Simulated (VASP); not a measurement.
# GaSe: relaxation of cell and atoms with PBE+D3(BJ)

The system is GaSe.

```
Ga Se
1.0
     3.77098    0.00000    0.00000
    -1.88549    3.26576    0.00000
     0.00000    0.00000   15.97129
Ga Se
4 4
Cartesian
  0.0000 2.1772 2.7701
  1.8855 1.0886 10.7557
  0.0000 2.1772 5.2156
  1.8855 1.0886 13.2012
  0.0000 2.1772 9.5749
  1.8855 1.0886 1.5892
  0.0000 2.1772 14.3821
  1.8855 1.0886 6.3964
```

| Item | Value |
| --- | --- |
| Program | VASP 6.6.1 |
| Task | relaxation of cell and atoms |
| Functional | PBE |
| Dispersion | D3(BJ) |
| Potentials or basis | VASP PAW PBE potentials, release 64 (Ga_d, Se) |
| Cutoff | 600 eV |
| k mesh | 12 × 12 × 2 |
| Occupations | gaussian, width 0.03 eV |
| Spin | no spin polarisation |
| Further INCAR settings | ALGO = Normal; EDIFF = 1e-07; IBRION = 2; EDIFFG = -0.005; NSW = 90; ISIF = 3 |

| Property | Result |
| --- | --- |
| Relaxed volume | 24.58 Å³/atom |
| Relaxed cell | a = 3.771 Å, b = 3.771 Å, c = 15.967 Å, α = 90.00°, β = 90.00°, γ = 120.00° |
| Space group after relaxing (to 0.05 Å) | P6_3/mmc (No. 194) |
| Energy gained by relaxing | 0.0 meV/atom |
| Ionic steps | 2 |
| Pressure after relaxing | 0.0 GPa |
| Band gap on the k mesh | 0.85 eV, direct |
| Dispersion energy per atom | -0.290 eV |

Final structure:
```xyz
8
Lattice="3.7710 0.0000 0.0000 -1.8855 3.2658 0.0000 0.0000 0.0000 15.9667" Properties=species:S:1:pos:R:3 pbc="T T T"
Ga    0.0000    2.1772    2.7696
Ga    1.8855    1.0886   10.7530
Ga    0.0000    2.1772    5.2137
Ga    1.8855    1.0886   13.1971
Se    0.0000    2.1772    9.5721
Se    1.8855    1.0886    1.5888
Se    0.0000    2.1772   14.3779
Se    1.8855    1.0886    6.3946
```

Levels at points of the mesh, in eV from the valence-band top:
| k point | band 35 | band 36 | band 37 | band 38 | band 39 | band 40 | band 41 | band 42 |
| --- | --- | --- | --- | --- | --- | --- | --- | --- |
| (0.00, 0.00, 0.00) | -1.32 | -1.20 | -1.20 | 0.00 | 0.85 | 1.86 | 2.12 | 2.24 |
| (0.50, 0.00, 0.00) | -2.46 | -2.36 | -2.28 | -1.85 | 1.01 | 1.25 | 1.79 | 1.82 |
| (0.00, 0.00, 0.50) | -1.24 | -1.24 | -0.90 | -0.90 | 1.51 | 1.51 | 2.17 | 2.17 |
| (0.50, 0.00, 0.50) | -2.43 | -2.43 | -2.16 | -2.16 | 1.35 | 1.35 | 1.57 | 1.57 |

It took 4.1 min on 4 MPI ranks on Intel(R) Xeon(R) Platinum 8488C (Sapphire Rapids), with other jobs on the host, peak memory 0.56 GiB a rank.

A k mesh can miss the band edges. As with any semilocal functional, this PBE gap is likely too small.
